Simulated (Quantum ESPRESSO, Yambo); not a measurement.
# A GW chain in Yambo: GaN (F-43m), part 2 of 3

Wanted: ground state, empty states, screening and self-energy for GaN (F-43m).

Quantum ESPRESSO 7.5 and Yambo 5.3.0; PBE and many-body steps on it, plane waves. Known limits of the many-body steps: not at the basis limit; no spin-orbit coupling; coarse k mesh.

So far. Step 2 (Ground state): The gap is direct, at Γ. Step 3 (Bands along the symmetry lines): The gap is 1.753 eV, as in the run before at this level.

**4. Empty states on the mesh, 4×4×4 mesh, 64 bands**

Level of this step: DFT, PBE, plane waves, norm-conserving pseudopotentials (Quantum ESPRESSO).

The sums over transitions need many empty states on a uniform mesh; this step solves for them.

File pw.in:

```
&control
  calculation = 'nscf'
  prefix = 'x'
  outdir = 'o'
  pseudo_dir = 'pseudo'
/
&system
  ibrav = 0
  nat = 2
  ntyp = 2
  ecutwfc = 104.0
  nbnd = 64
  force_symmorphic = .true.
/
&electrons
  conv_thr = 1e-9
  electron_maxstep = 80
  diago_full_acc = .true.
  diago_thr_init = 5e-6
/
ATOMIC_SPECIES
  Ga 69.723 Ga.upf
  N 14.007 N.upf
CELL_PARAMETERS angstrom
  0.0000000000 2.2535006075 2.2535006075
  2.2535006075 0.0000000000 2.2535006075
  2.2535006075 2.2535006075 0.0000000000
ATOMIC_POSITIONS crystal
  Ga 0.0000000000 0.0000000000 0.0000000000
  N 0.7500000000 0.7500000000 0.7500000000
K_POINTS automatic
  4 4 4 0 0 0
```

Run with:

```console
$ OMP_NUM_THREADS=1 mpirun -n 8 pw.x -nk 4 -in pw.in > pw.out
```

Log:

```text
[banner, memory and clock lines left out]
Program PWSCF v.7.5 starts

     Atomic positions and unit cell read from directory:
     o/x.save/

     Message from routine setup:
     using ibrav=0 with symmetry is DISCOURAGED, use correct ibrav instead

     bravais-lattice index     =            0
     lattice parameter (alat)  =       6.0224  a.u.
     unit-cell volume          =     154.4542 (a.u.)^3
     number of atoms/cell      =            2
     number of atomic types    =            2
     number of electrons       =        26.00
     number of Kohn-Sham states=           64
     kinetic-energy cutoff     =     104.0000  Ry
     charge density cutoff     =     416.0000  Ry
     Exchange-correlation= PBE
                           (   1   4   3   4   0   0   0)

     celldm(1)=   6.022427  celldm(2)=   0.000000  celldm(3)=   0.000000
     celldm(4)=   0.000000  celldm(5)=   0.000000  celldm(6)=   0.000000

     crystal axes: (cart. coord. in units of alat)
               a(1) = (   0.000000   0.707107   0.707107 )
               a(2) = (   0.707107   0.000000   0.707107 )
               a(3) = (   0.707107   0.707107   0.000000 )

     reciprocal axes: (cart. coord. in units 2 pi/alat)
               b(1) = ( -0.707107  0.707107  0.707107 )
               b(2) = (  0.707107 -0.707107  0.707107 )
               b(3) = (  0.707107  0.707107 -0.707107 )
     Pseudo is Norm-conserving + core correction, Zval = 21.0
     Generated using ONCVPSP code by D. R. Hamann
     Using radial grid of 1902 points,  6 beta functions with:
     Pseudo is Norm-conserving + core correction, Zval =  5.0
     Generated using ONCVPSP code by D. R. Hamann
     Using radial grid of 1058 points,  4 beta functions with:
     Ga               21.00    69.72300     Ga( 1.00)
     N                 5.00    14.00700     N ( 1.00)

     24 Sym. Ops. (no inversion) found

   Cartesian axes

     site n.     atom                  positions (alat units)
         1        Ga     tau(   1) = (   0.0000000   0.0000000   0.0000000  )
         2        N      tau(   2) = (   1.0606602   1.0606602   1.0606602  )

     number of k points=     8
                       cart. coord. in units 2pi/alat
        k(    1) = (   0.0000000   0.0000000   0.0000000), wk =   0.0312500
        k(    2) = (   0.1767767   0.1767767  -0.1767767), wk =   0.2500000
        k(    3) = (  -0.3535534  -0.3535534   0.3535534), wk =   0.1250000
[...]
k(    7) = (  -0.7071068   0.0000000   0.0000000), wk =   0.0937500
        k(    8) = (  -0.7071068   0.3535534   0.0000000), wk =   0.1875000

     Dense  grid:    22219 G-vectors     FFT dimensions: (  40,  40,  40)

     The potential is recalculated from file :
     o/x.save/charge-density

     Starting wfcs are   17 randomized atomic wfcs +   47 random wfcs

     Band Structure Calculation

     End of band structure calculation

          k = 0.0000 0.0000 0.0000 (  2733 PWs)   bands (ev):

  -130.4589 -81.1977 -81.1977 -81.1977  -4.2755  -1.8859  -1.8859  -1.8859
    -1.5760  -1.5760  11.6293  11.6293  11.6293  13.3821  21.9917  21.9917
    21.9917  29.2607  30.4490  30.4490  30.4490  31.4228  31.4228  34.3362
[...]
k = 0.1768 0.1768-0.1768 (  2764 PWs)   bands (ev):

[...]
k =-0.3536-0.3536 0.3536 (  2788 PWs)   bands (ev):

[...]
79.3958  85.0606  86.8498  86.8498  89.7838  89.7838  91.5902  93.7965
    93.7965  94.3647  94.3647  94.4060  98.7773 101.7682 101.7682 102.7861

          k = 0.3536 0.0000 0.0000 (  2786 PWs)   bands (ev):

     [... further k-points ...]

     highest occupied, lowest unoccupied level (ev):    11.6293   13.3821

     XML data file, pseudopotentials, collected wavefunctions
```

Wall time 1.9 s (8 MPI ranks of Arm Neoverse V2, shared host); peak memory 0.05 GiB; 15 s of CPU time.

Numbers from this step:

```
gap                                                           : 1.753 eV
k of the valence top                                          : 0, 0, 0
k of the conduction bottom                                    : 0, 0, 0
least direct gap                                              : 1.753 eV
k points computed                                             : 8
lowest point of the top converged band, above the valence top : 77.4474 eV
```

On this mesh the gap is 1.753 eV.

**5. Conversion and set-up**

This step: Yambo 5.3.0; conversion and set-up on PBE, plane waves, norm-conserving pseudopotentials.

The states are converted to the many-body program's format and the q mesh is built.

Run with:

```console
$ (cd o/x.save; p2y > p2y.log; mv SAVE ../..); yambo > setup.log
```

Log:

```text
 Yambo, version 5.3.0

 [02] CORE Variables Setup
 =========================

  [02.01] Unit cells
  ==================

  Cell kind             :  FCC
  Atoms in the cell     :  Ga  N
  number of Ga atoms    :  1
  number of N  atoms    :  1

  List of atomic masses
  Mass of Ga    :  69.72300
  Mass of N     :  14.00700

  List of atomic coordinates    : [cc]
  Ga1       :  0.000000  0.000000  0.000000  order 1
  N1       :  6.387748  6.387748  6.387748  order 2

  Alat factors          :  4.258499  4.258499  4.258499 [a.u.]
  Direct lattice volume :  154.4542 [a.u.]
  Direct lattice vectors:  A[ 1 ]  A[ 2 ]  A[ 3 ]
   A[ 1 ]:  0.000000  1.000000  1.000000  [iru]
   0.000000  4.258499  4.258499  [cc]
   A[ 2 ]:  1.000000  0.000000  1.000000  [iru]
   4.258499  0.000000  4.258499  [cc]
   A[ 3 ]:  1.000000  1.000000  0.000000  [iru]
   4.258499  4.258499  0.000000  [cc]

  Recip. lattice volume :  1.605979 [a.u.]
  Recip. lattice vectors:  B[ 1 ]  B[ 2 ]  B[ 3 ]
   B[ 1 ]: -0.500000  0.500000  0.500000  [iku]
  -0.737723  0.737723  0.737723  [cc]
   B[ 2 ]:  0.500000 -0.500000  0.500000  [iku]
   0.737723 -0.737723  0.737723  [cc]
   B[ 3 ]:  0.500000  0.500000 -0.500000  [iku]
   0.737723  0.737723 -0.737723  [cc]

  [02.02] Symmetries
  ==================

  Inversion symmetry    : yes
  Spatial inversion     : no
  Inversion index       :  25
  K-space Time-reversal : yes
  Magnetic symmetries   : no
  Time-reversal derived K-space symmetries:   25   48
  Group table correct   : yes
  Symmetries units      :  [cc]

   [S  1]:   1.0000     -0.12224E-17 -0.12224E-17 -0.12224E-17   1.0000      0.12224E-17  0.12224E-17  0.12224E-17   1.0000
   [S  2]:  -1.0000      0.12224E-17 -0.12224E-17  0.12224E-17  -1.0000      0.12224E-17 -0.12224E-17 -0.12224E-17   1.0000
   [S  3]:  -1.0000     -0.12224E-17  0.12224E-17  0.12224E-17   1.0000     -0.12224E-17 -0.12224E-17  0.12224E-17  -1.0000
[...]
[S  9]: -0.12224E-17   1.0000     -0.12224E-17  0.12224E-17 -0.12224E-17   1.0000       1.0000      0.12224E-17  0.12224E-17
   [S 10]: -0.12224E-17  -1.0000      0.12224E-17  0.12224E-17  0.12224E-17  -1.0000       1.0000     -0.12224E-17 -0.12224E-17
     [... 36 further rows ...]
   [S*47]:   1.0000     -0.12224E-17  0.12224E-17 -0.12224E-17  0.12224E-17  -1.0000      0.12224E-17   1.0000     -0.12224E-17
   [S*48]:   1.0000      0.12224E-17 -0.12224E-17 -0.12224E-17 -0.12224E-17   1.0000      0.12224E-17  -1.0000      0.12224E-17

  [02.03] Reciprocal space
  ========================

  nG shells         :  257
  nG charge         :  22219
  nG WFs            :   3451
  nC WFs            :  2788
  G-vecs. in first 25 shells:  [ Number ]
     1    9   15   27   51   59   65   89  113
    137   169   181   229   259   283   307   331   339
    387   411   459   531   537   561   609
  ...
  Shell energy in first 25 shells:  [ mHa ]
[...]
K/Q-points units:
  rlu = crystal or reduced units; cc = cartesian coordinates; iku = interal k-units

  K [1]          [rlu]:  0.000000  0.000000  0.000000
         WF components:  2733
  K [2]          [rlu]:  0.10757E-16  0.10757E-16  0.25000
         WF components:  2764
  K [3]          [rlu]: -0.21514E-16 -0.21514E-16 -0.50000
         WF components:  2788
  K [4]          [rlu]: -0.42797E-17  0.25000      0.25000
         WF components:  2786
  K [5]          [rlu]: -0.45157E-17  0.25000     -0.50000
         WF components:  2763
  [... 2 further k-points ...]
  K [8]          [rlu]:  0.250000 -0.500000 -0.250000
         WF components:  2740

  [02.05] Energies & Occupations
  ==============================

  [X] === General ===
  [X] Electronic Temperature                        :  0.000000  0.000000 [eV K]
  [X] Bosonic    Temperature                        :  0.000000  0.000000 [eV K]
  [X] Finite Temperature mode                       : no
  [X] El. density                                   :  0.11360E+25 [cm-3]
  [X] Fermi Level                                   :  11.62933 [eV]

  [X] === Gaps and Widths ===
  [X] Conduction Band Min                           :  1.752814 [eV]
  [X] Valence Band Max                              :  0.000000 [eV]
  [X] Filled Bands                                  :  13
  [X] Empty Bands                                   :   14   64
  [X] Direct Gap                                    :  1.752814 [eV]
  [X] Direct Gap localized at k                     :  1
  [X] Indirect Gap                                  :  1.752814 [eV]
  [X] Indirect Gap between kpts                     :  1  1
  [X] Last valence band width                       :  3.622458 [eV]
  [X] 1st conduction band width                     :  4.731742 [eV]

  E @ K [1]:  [eV]
  -142.0882  -92.8270  -92.8270  -92.8270  -15.9048  -13.5153  -13.5153  -13.5153
   -13.2054     -13.2054    -0.341911E-7 -0.771036E-8   0.00000      1.75281      10.3624      10.3624
   10.36235  17.63133  18.81971  18.81971  18.81971  19.79350  19.79350  22.70690
[...]
occ @ K [1]
[...]
E @ K [2]:  [eV]
[...]
occ @ K [2]
[...]
E @ K [3]:  [eV]
[...]
occ @ K [3]
[...]
E @ K [4]:  [eV]
[...]
occ @ K [4]
[...]
E @ K [5]:  [eV]
[...]
occ @ K [5]
[...]
[... 2 further k-points ...]
  E @ K [8]:  [eV]
[...]
occ @ K [8]
[...]
0.000000  0.000000  0.000000  0.000000  0.000000  0.000000  0.000000  0.000000
   0.000000  0.000000  0.000000  0.000000  0.000000  0.000000  0.000000  0.000000

 [03] Transferred momenta grid and indexing
 ==========================================

 IBZ Q-points                                      :   8
 BZ  Q-points                                      :   64

 K/Q-points units:
 rlu = crystal or reduced units; cc = cartesian coordinates; iku = interal k-units

 Q [1]          [rlu]:  0.000000  0.000000  0.000000
 Q [2]          [rlu]:  0.10757E-16  0.10757E-16  0.25000
 Q [3]          [rlu]: -0.21514E-16 -0.21514E-16 -0.50000
[...]
Q [7]          [rlu]:  0.46183E-16 -0.50000     -0.50000
 Q [8]          [rlu]:  0.250000 -0.500000 -0.250000

  [03.01] X indexes
  =================

   [03.01.01] Sigma indexes
   ========================

 [06] Game Over & Game summary
```

Wall time 2.1 s (1 MPI rank); peak memory 0.24 GiB.

[end of part 2 of 3]

[Paths, hosts, dates, memory and timing lines, banners, echoed tables and standing remarks are left out of the program output.]

[Logs are printed without paths, hosts, clocks, repeated set-up lines and the standing remarks that a program may print on its own settings, such as how far it seeks lower states.]

[Runs of the session that timed out or met a known fault of the program may be left out.]

[Hosts, paths, dates, database ids (printed as entryN), source tags and the programs' standing remarks are cut or masked in the printed files.]
